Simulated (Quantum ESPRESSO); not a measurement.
TePb: single point with PBE

The system is TePb.

```
Pb Te
1.0
     0.00000    3.23100    3.23100
     3.23100    0.00000    3.23100
     3.23100    3.23100    0.00000
Pb Te
1 1
Cartesian
  0.0000 0.0000 0.0000
  3.2310 3.2310 3.2310
```

| Item | Value |
| --- | --- |
| Program | Quantum ESPRESSO 7.5 |
| Task | single point |
| Functional | PBE |
| Potentials or basis | PseudoDojo 0.4.1 SR PBE standard |
| Cutoff | 1088 eV |
| Density cutoff | 4354 eV |
| k mesh | 4 × 4 × 4 |
| Occupations | fixed |
| Spin | no spin polarisation |
| k mesh of the self-consistent run | 8 × 8 × 8 |

The band gap on the k mesh, mean-field level is 0.74 eV, direct.

Levels at points of the mesh, in eV from the valence-band top:
```
             k point  band 12  band 13  band 14  band 15  band 16  band 17  band 18  band 19
  (0.00, 0.00, 0.00)    -5.61    -1.34    -1.34    -1.34     4.10     4.10     4.10     5.82
 (0.00, 0.00, -0.50)    -8.59    -0.89    -0.89     0.00     0.74     1.27     1.27     8.43
(0.00, -0.50, -0.50)    -7.30    -4.50    -2.80    -2.80     3.30     5.49     5.49     6.70
```

Run time: 100 s on 1 thread of Arm Neoverse V2, with other jobs on the host, peak memory 0.12 GiB.

Caveat: the k mesh is coarse (spacing up to 0.42 Å⁻¹), so the values aren't converged; spin-orbit coupling is left out, which as a rule narrows the gap of such compounds by several tenths of an eV. A k mesh can miss the band edges.
